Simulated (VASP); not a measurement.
A run of VASP 6.6.1 is set up as follows.

Contents of INCAR:

```
  PREC = Accurate
  ENCUT = 520
  EDIFF = 1E-6
  ISMEAR = -1
  SIGMA = 0.05
  LREAL = False
  LASPH = True
  NELM = 100
  ALGO = Normal
  ISIF = 2
  LWAVE = False
  LCHARG = False
  METAGGA = R2SCAN
  LMIXTAU = True
  LUSE_VDW = True
  IVDW_NL = 2
  BPARAM = 11.95
  CPARAM = 0.0093
```

KPOINTS

```
regular mesh
0
Gamma
  16 16 4
```

Contents of POSCAR:

```
C
1.0
    2.4610000000      0.0000000000      0.0000000000
   -1.2305000000      2.1312885187      0.0000000000
    0.0000000000      0.0000000000      6.7080000000
C
4
Direct
    0.0000000000      0.0000000000      0.2500000000
    0.3333333333      0.6666666667      0.2500000000
    0.0000000000      0.0000000000      0.7500000000
    0.3333333333      0.6666666667      0.7500000000
```

Potentials or basis: VASP PAW PBE potentials, release 64 (C).

The run is started by

```sh
$ cat potpaw_PBE.64/C/POTCAR > POTCAR
$ mpirun -np 1 vasp_std > vasp.out
```

Problem. What does it give for the pressure?

Solution. -0.7 GPa.

Problem. Estimate the band gap on the k mesh.

Solution. 0.14 eV.

Stress tensor (GPa, compression positive):
```
-2.41  0.00  0.00
 0.00 -2.41  0.00
 0.00  0.00  2.58
```

Caveat: the PAW data sets were made with another functional, which shifts forces and pressure a little. r2SCAN opens gaps a little over a GGA but as a rule still falls short of measured ones.
